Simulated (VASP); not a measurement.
Write the native input for VASP 6.6.1 that does the following.

```yaml
Task: relaxation of cell and atoms
Functional: LDA
Potentials_or_basis: VASP PAW LDA potentials, release 64 (As)
Cutoff: 520 eV
k_mesh: 12 × 12 × 12
Occupations: gaussian, width 0.02 eV
Spin: no spin polarisation
Further_INCAR_settings: ALGO = Normal; EDIFF = 1e-07; IBRION = 2; EDIFFG = -0.002; NSW = 80; ISIF = 3
```

The structure of As lies in POSCAR:

```
As
1.0
    1.8807969000      1.0858786000      3.5140619900
   -1.8807969000      1.0858786000      3.5140619900
    0.0000000000     -2.1717571900      3.5140619900
As
2
Direct
    0.7740000000      0.7740000000      0.7740000000
    0.2260000000      0.2260000000      0.2260000000
```

The input as run:

INCAR

```
SYSTEM = As
PREC = Accurate
ENCUT = 520
EDIFF = 1E-7
ISMEAR = 0
SIGMA = 0.02
LREAL = .False.
LASPH = .True.
NELM = 80
ALGO = Normal
ISIF = 3
LWAVE = .False.
LCHARG = .False.
GGA = CA
IBRION = 2
NSW = 80
EDIFFG = -0.002
```

KPOINTS

```
regular mesh
0
Gamma
  12 12 12
  0 0 0
```

Potentials or basis: VASP PAW LDA potentials, release 64 (As).

Run with:

```bash
$ cat potpaw_LDA.64/As/POTCAR > POTCAR
$ mpirun -np 1 vasp_std > vasp.out
```

It gave:

```
Relaxed volume                         : 20.42 Å³/atom
Relaxed cell                           : a = 3.971 Å, b = 3.971 Å, c = 3.971 Å, α = 56.64°, β = 56.64°, γ = 56.64°
Space group after relaxing (to 0.05 Å) : R-3m (No. 166)
Energy gained by relaxing              : 14.8 meV/atom
Ionic steps                            : 16
Pressure after relaxing                : 0.0 GPa
Band gap on the k mesh                 : none (metal or under the smearing width)
```

Wall time 2.4 min on 1 thread of Intel(R) Xeon(R) 6975P-C (Granite Rapids) (shared host), peak memory 0.21 GiB.
